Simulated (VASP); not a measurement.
# Sn (I4_1/amd) in VASP: single point with PBE

Aim: the single point of Sn with PBE.

Program: VASP 6.6.1. These are calculated values, not measurements. Logs are shortened: lines on timing, memory, paths and dates and some standing lists are left out, and cuts for length are marked.

### 1 The structure

The structure is tetragonal, space group I4_1/amd (No. 141). Conventional cell: a = 5.839 Å, b = 5.839 Å, c = 3.188 Å, α = 90.00°, β = 90.00°, γ = 90.00°. Sn (site symmetry -4m2) is surrounded by 6 Sn at 3.03 to 3.19 Å.

### 2 Single point, PBE

INCAR

```
ALGO = Normal
EDIFF = 1E-6
ENCUT = 520
GGA = PE
ISIF = 2
ISMEAR = -1
LASPH = T
LCHARG = F
LREAL = F
LWAVE = F
NBANDS = 21
NELM = 60
PREC = Accurate
SIGMA = 0.05
```

KPOINTS

```
k-points
0
Gamma
  10 10 10
```

POSCAR

```
Sn
1.0
   -2.9196440750      2.9196440750      1.5938000000
    2.9196440750     -2.9196440750      1.5938000000
    2.9196440750      2.9196440750     -1.5938000000
Sn
2
Direct
    0.0000000000      0.0000000000      0.0000000000
    0.7500000000      0.2500000000      0.5000000000
```

Potentials or basis: VASP PAW PBE potentials, release 64 (Sn_d).

On the command line:

```sh
cat potpaw_PBE.64/Sn_d/POTCAR > POTCAR
mpirun -np 1 vasp_std > vasp.out
```

OUTCAR:

```text
EDIFF = 1E-6
   ENCUT = 520
   GGA = PE
   ISIF = 2
   ISMEAR = -1
   LASPH = T
   LREAL = F
   NELM = 60
   PREC = Accurate

 ion  position               nearest neighbor table
   1  0.000  0.000  0.000-   2 3.03   2 3.03   2 3.03   2 3.03
   2  0.750  0.250  0.500-   1 3.03   1 3.03   1 3.03   1 3.03

  LATTYP: Found a body centered tetragonal cell.
 ALAT       =     5.8392881500
 C/A-ratio  =     0.5458884573

  Lattice vectors:

 A1 = (  -2.9196440750,   2.9196440750,   1.5938000000)
 A2 = (   2.9196440750,  -2.9196440750,   1.5938000000)
 A3 = (   2.9196440750,   2.9196440750,  -1.5938000000)

Analysis of symmetry for initial positions (statically):
=====================================================================
 Subroutine PRICEL returns:
 Original cell was already a primitive cell.

 Routine SETGRP: Setting up the symmetry group for a
 body centered tetragonal supercell.

 Subroutine GETGRP returns: Found 16 space group operations
 (whereof  8 operations were pure point group operations)
 out of a pool of 16 trial point group operations.

The static configuration has the point symmetry D_2d.
 The point group associated with its full space group is D_4h.

Analysis of symmetry for dynamics (positions and initial velocities):
=====================================================================
 Subroutine PRICEL returns:
 Original cell was already a primitive cell.

 Routine SETGRP: Setting up the symmetry group for a
 body centered tetragonal supercell.

 Subroutine GETGRP returns: Found 16 space group operations
 (whereof  8 operations were pure point group operations)
 out of a pool of 16 trial point group operations.

The dynamic configuration has the point symmetry D_2d.
 The point group associated with its full space group is D_4h.

 Subroutine INISYM returns: Found 16 space group operations
 (whereof  8 operations are pure point group operations),
 and found     1 'primitive' translations

----------------------------------------------------------------------------------------

                                     Primitive cell

  volume of cell :      54.3443

  direct lattice vectors                    reciprocal lattice vectors
    -2.919644075  2.919644075  1.593800000     0.000000000  0.171253751  0.313715648
     2.919644075 -2.919644075  1.593800000     0.171253751  0.000000000  0.313715648
     2.919644075  2.919644075 -1.593800000     0.171253751  0.171253751  0.000000000

  length of vectors
     4.425928320  4.425928320  4.425928320     0.357414822  0.357414822  0.242189378

  position of ions in fractional coordinates (direct lattice)
     0.000000000  0.000000000  0.000000000
     0.750000000  0.250000000  0.500000000

  ion indices of the primitive-cell ions
   primitive index   ion index
                 1           1
                 2           2

----------------------------------------------------------------------------------------

 KPOINTS: k-points

Automatic generation of k-mesh.
 Grid dimensions read from file:
 generate k-points for:   10   10   10

 Generating k-lattice:

  Cartesian coordinates                     Fractional coordinates (reciprocal lattice)
     0.000000000  0.017125375  0.031371565     0.100000000  0.000000000  0.000000000
     0.017125375  0.000000000  0.031371565     0.000000000  0.100000000  0.000000000
     0.017125375  0.017125375  0.000000000     0.000000000  0.000000000  0.100000000

  Length of vectors
     0.035741482  0.035741482  0.024218938

  Shift w.r.t. Gamma in fractional coordinates (k-lattice)
     0.000000000  0.000000000  0.000000000

 Subroutine IBZKPT returns following result:
 ===========================================

 Found    102 irreducible k-points:

 Following reciprocal coordinates:
            Coordinates               Weight
  0.000000  0.000000  0.000000      1.000000
  0.100000  0.000000 -0.000000      8.000000
  0.200000  0.000000 -0.000000      8.000000
  0.300000  0.000000  0.000000      8.000000
  0.400000  0.000000 -0.000000      8.000000
  0.500000  0.000000  0.000000      4.000000
[... 16 lines left out ...]
  0.300000  0.300000  0.000000      8.000000
  0.400000  0.300000 -0.000000     16.000000
 [... further k-points ...]
   k-points           NKPTS =    102   k-points in BZ     NKDIM =    102   number of bands    NBANDS=     21
   number of dos      NEDOS =    301   number of ions     NIONS =      2
   total plane-waves  NPLWV =  46656
   dimension x,y,z NGX =    36 NGY =   36 NGZ =   36
   dimension x,y,z NGXF=    72 NGYF=   72 NGZF=   72
   ions per type =               2
   NGX,Y,Z   is equivalent  to a cutoff of  13.52, 13.52, 13.52 a.u.
   NGXF,Y,Z  is equivalent  to a cutoff of  27.04, 27.04, 27.04 a.u.
 SYSTEM =  unknown system
   PREC   = accura    normal or accurate (medium, high low for compatibility)
   ISTART =      0    job   : 0-new  1-cont  2-samecut
   ICHARG =      2    charge: 1-file 2-atom 10-const
   ISPIN  =      1    spin polarized calculation?
   LNONCOLLINEAR =      F non collinear calculations
   LSORBIT =      F    spin-orbit coupling
   LASPH  =      T    aspherical Exc in radial PAW
   ENCUT  =  520.0 eV  38.22 Ry    6.18 a.u.   8.23  8.23  8.23*2*pi/ulx,y,z
   NELM   =     60;   NELMIN=  2; NELMDL= -5     # of ELM steps
   EDIFF  = 0.1E-05   stopping-criterion for ELM
   LREAL  =      F    real-space projection
   EDIFFG = 0.1E-04   stopping-criterion for IOM
   NSW    =      0    number of steps for IOM
   IBRION =     -1    ionic relax: 0-MD 1-quasi-New 2-CG
   NFREE  =      0    steps in history (QN), initial steepest desc. (CG)
   ISIF   =      2    stress and relaxation
   ISYM   =      2    0-nonsym 1-usesym 2-fastsym
   POTIM  = 0.5000    time-step for ionic-motion
   TEBEG  =    0.0;   TEEND  =   0.0 temperature during run
   PSTRESS=    0.0 pullay stress
   NELECT =      28.0000    total number of electrons
   NUPDOWN=      -1.0000    fix difference up-down
   EMIN   =  10.00;   EMAX   =-10.00  energy-range for DOS
   EFERMI =   0.00;   METHOD = LEGACY
   ISMEAR =    -1;   SIGMA  =   0.05  broadening in eV -4-tet -1-fermi 0-gaus
   EFERMI_NEDOS =   21; number of points for ismear=-14 and -15
   IALGO  =     38    algorithm
   IMIX   =      4    mixing-type and parameters
     AMIX     =   0.40;   BMIX     =  1.00
     AMIX_MAG =   1.60;   BMIX_MAG =  1.00
  volume/ion in A,a.u.               =      27.17       183.37
  Fermi-wavevector in a.u.,A,eV,Ry     =   1.312430  2.480134 23.435677  1.722474
  Thomas-Fermi vector in A             =   2.442823
   LORBIT       =      0    0 simple, 1 ext, 2 COOP (PROOUT), +10 PAW based schemes
   GGA     = PE    functional components
   LHFCALC =     F    Hartree Fock is set to
   AEXX    =    0.0000 exact exchange contribution
   IVDW    =     0    specifies the selected vdW correction
   LEPSILON=     F    determine dielectric tensor
   LRPA    =     F    only Hartree local field effects (RPA)
 non-spin polarized calculation
  energy-cutoff  :      520.00
  volume of cell :       54.34
 maximum number of plane-waves:      1484
 NGX is ok and might be reduce to    36
   NGX = 17   NGY = 17   NGZ = 17

 number of electron      27.9999999 magnetization

 Free energy of the ion-electron system (eV)
  ---------------------------------------------------
  ext. energy  EPLUGINS =         0.00000000
  ---------------------------------------------------
  free energy    TOTEN  =        -7.59589977 eV

  energy without entropy =       -7.58830387  energy(sigma->0) =       -7.59210182

 E-fermi :   7.9912     XC(G=0): -10.2984

 val. band max:        7.9835848234   @ k =  -0.3000   0.5000   0.3000
 cond. band min:       7.9921293099   @ k =   0.2000   0.1000  -0.0000
 fundamental gap:      0.0085444865
 Fermi energy:         7.9911865236

 k-point     1 :       0.0000    0.0000    0.0000
  band No.  band energies     occupation
      1     -13.6957      2.00000
      2     -13.6092      2.00000
      3     -13.5698      2.00000
      4     -13.5546      2.00000
      5     -13.4088      2.00000
      6     -13.4088      2.00000
[... 13 lines left out ...]
     20      17.8290      0.00000
     21      18.4872      0.00000

 k-point     2 :       0.1000    0.0000   -0.0000
  band No.  band energies     occupation
      1     -13.6894      2.00000
      2     -13.5900      2.00000
      3     -13.5626      2.00000
      4     -13.5323      2.00000
      5     -13.4222      2.00000
      6     -13.4193      2.00000
[... 13 lines left out ...]
     20      17.0394      0.00000
     21      17.1228      0.00000

 k-point     3 :       0.2000    0.0000   -0.0000
  band No.  band energies     occupation
      1     -13.6715      2.00000
      2     -13.5452      2.00000
      3     -13.5439      2.00000
      4     -13.4910      2.00000
      5     -13.4496      2.00000
      6     -13.4211      2.00000
[... 13 lines left out ...]
     20      15.6428      0.00000
     21      16.3893      0.00000

 k-point     4 :       0.3000    0.0000    0.0000
  band No.  band energies     occupation
      1     -13.6486      2.00000
      2     -13.5245      2.00000
      3     -13.5144      2.00000
      4     -13.4937      2.00000
      5     -13.4736      2.00000
      6     -13.4331      2.00000
[... 13 lines left out ...]
     20      14.7696      0.00000
     21      17.0793      0.00000

 k-point     5 :       0.4000    0.0000   -0.0000
  band No.  band energies     occupation
      1     -13.6297      2.00000
      2     -13.5304      2.00000
      3     -13.5263      2.00000
      4     -13.4989      2.00000
      5     -13.4702      2.00000
      6     -13.4500      2.00000
[... 13 lines left out ...]
     20      15.8031      0.00000
     21      18.2536      0.00000
[... 382 lines left out ...]
     20      17.8547      0.00000
     21      18.5322      0.00000

 k-point    22 :      -0.2000    0.2000    0.0000
  band No.  band energies     occupation
      1     -13.6634      2.00000
      2     -13.6143      2.00000
      3     -13.5734      2.00000
      4     -13.5427      2.00000
      5     -13.4255      2.00000
      6     -13.3929      2.00000
[... 13 lines left out ...]
     20      17.9873      0.00000
     21      18.1267      0.00000

 k-point    23 :       0.3000    0.3000    0.0000
  band No.  band energies     occupation
      1     -13.6181      2.00000
      2     -13.5514      2.00000
      3     -13.5112      2.00000
      4     -13.4922      2.00000
      5     -13.4661      2.00000
      6     -13.4030      2.00000
[... 13 lines left out ...]
     20      16.0266      0.00000
     21      17.7649      0.00000

 k-point    24 :       0.4000    0.3000   -0.0000
  band No.  band energies     occupation
      1     -13.5978      2.00000
      2     -13.5505      2.00000
      3     -13.5228      2.00000
      4     -13.4949      2.00000
      5     -13.4555      2.00000
      6     -13.3984      2.00000
[... 13 lines left out ...]
     20      17.1265      0.00000
     21      17.8887      0.00000

 [... further k-points ...]

------------------------ aborting loop because EDIFF is reached ----------------------------------------

  FORCE on cell =-STRESS in cart. coord.  units (eV):
  Direction    XX          YY          ZZ          XY          YZ          ZX
  --------------------------------------------------------------------------------------
  -------------------------------------------------------------------------------------
  Total        0.8957264      0.8957264      0.5815093      0.0000000      0.0000000      0.0000000
  in kB       26.4078067     26.4078067     17.1440586      0.0000000      0.0000000      0.0000000
  external PRESSURE =      23.3198907 kB  Pullay stress =       0.0000000 kB

 VOLUME and BASIS-vectors are now :
 -----------------------------------------------------------------------------
  energy-cutoff  :      520.00
  volume of cell :       54.34
      direct lattice vectors                 reciprocal lattice vectors
    -2.919644075  2.919644075  1.593800000     0.000000000  0.171253751  0.313715648
     2.919644075 -2.919644075  1.593800000     0.171253751  0.000000000  0.313715648
     2.919644075  2.919644075 -1.593800000     0.171253751  0.171253751  0.000000000

 POSITION                                       TOTAL-FORCE (eV/Angst)
 -----------------------------------------------------------------------------------
      0.00000      0.00000      0.00000         0.000000      0.000000     -0.000000
      0.00000      2.91964      0.79690        -0.000000     -0.000000      0.000000
 -----------------------------------------------------------------------------------
    total drift:                               -0.000000      0.000000     -0.000000

  FREE ENERGIE OF THE ION-ELECTRON SYSTEM (eV)
  ---------------------------------------------------
  free  energy   TOTEN  =        -7.5958997658 eV

  energy  without entropy=       -7.5883038656  energy(sigma->0) =       -7.59210182
```

Run time: 74 s. Hardware: 1 thread of Intel Xeon Platinum 8488C (Sapphire Rapids), shared host; peak memory 0.25 GiB.

Results:

```yaml
Free_energy: -7.5959 eV
Pressure: 2.3 GPa
Band_gap_on_the_k_mesh: none (metal or under the smearing width)
```

Stress tensor (GPa, compression positive):
```
2.64 0.00 0.00
0.00 2.64 0.00
0.00 0.00 1.71
```
